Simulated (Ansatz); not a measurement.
# Ru: compression at zero temperature

How does Ru compress? Cell and atoms are relaxed at 6 pressures between -3 and 60 GPa.

Program: Ansatz 0.2.0. Level of theory: DFT PBEsol, scalar-relativistic, plane waves, PAW. These are calculated values, not measurements.

1 further run of the same task is left out (set aside as unsound or not needed).

**1. The structure to begin with**

The structure is hexagonal, space group P6_3/mmc (No. 194). The conventional cell has a = 2.689 Å, b = 2.689 Å, c = 4.252 Å, α = 90.00°, β = 90.00°, γ = 120.00°. Ru (site symmetry -6m2) has 12 Ru at 2.63 to 2.69 Å in its first shell of neighbours.

As a file:

```cif
data_structure
_symmetry_space_group_name_H-M 'P6_3/mmc'
_symmetry_Int_Tables_number 194
_cell_length_a 2.6895
_cell_length_b 2.6895
_cell_length_c 4.2519
_cell_angle_alpha 90.000
_cell_angle_beta 90.000
_cell_angle_gamma 120.000
_cell_volume 26.64
loop_
_atom_site_label
_atom_site_type_symbol
_atom_site_symmetry_multiplicity
_atom_site_Wyckoff_symbol
_atom_site_fract_x
_atom_site_fract_y
_atom_site_fract_z
_atom_site_occupancy
Ru1 Ru 2 c 0.33333 0.66667 0.25000 1
```

It goes back to an entry of the Materials Project.

This cell was relaxed beforehand with the same method: volume 13.32 Å³/atom, gap on the mesh none (metal).

**2. Relaxing at -3 GPa**

input.yaml

```yaml
crystal:
  lattice:
    - [2.7151107506, 0.0, 0.0]
    - [-1.3575553753, 2.3513548842, 0.0]
    - [0.0, 0.0, 4.2924621582]
  atoms:
    - { symbol: Ru, position: [0.3333333333, 0.6666666667, 0.25] }
    - { symbol: Ru, position: [0.6666666667, 0.3333333333, 0.75] }
basis:
  ecutwfc: 420
kpoints:
  mp_grid: { grid: [18, 18, 10] }
hamiltonian:
  xc: pbesol
scf:
  occupations: { method: gaussian, width: 0.1 }
output:
  forces: true
  stress: true
  eigenvalues: true
relax:
  adjacent_minimum: "off"
  f_tol: 0.008
  max_steps: 50
  cell: { stress_tol: 0.08, p_target: -3.0 }
```

Started as:

```bash
$ ansatz run input.yaml --threads 1 --pin off --max-ram 2560MiB --backend cpu --events-out ev --progress --plain --runs-dir out
```

The session goes on with these runs: 3 GPa; 8 GPa; target pressure 15 GPa; 30 GPa; target pressure 60 GPa.

Q: Predict the outcome of this session. Wanted: bulk modulus B0; B0'.

**Answer**, as computed:

| quantity | value |
| --- | --- |
| volume at 60 GPa | 11.72 Å³/atom, V/V0 = 0.880 |
| bulk modulus B0 (third-order Birch-Murnaghan) | 347 GPa |
| B0' | 4.7 |

What this shows: At 60 GPa the crystal has lost 12.0 % of its volume. The points follow one equation of state, B0 = 347 GPa. The cell gives way unevenly: a -4.3 %, b -4.3 %, c -3.9 %. Other structures may take over in this range; these runs cannot find them.
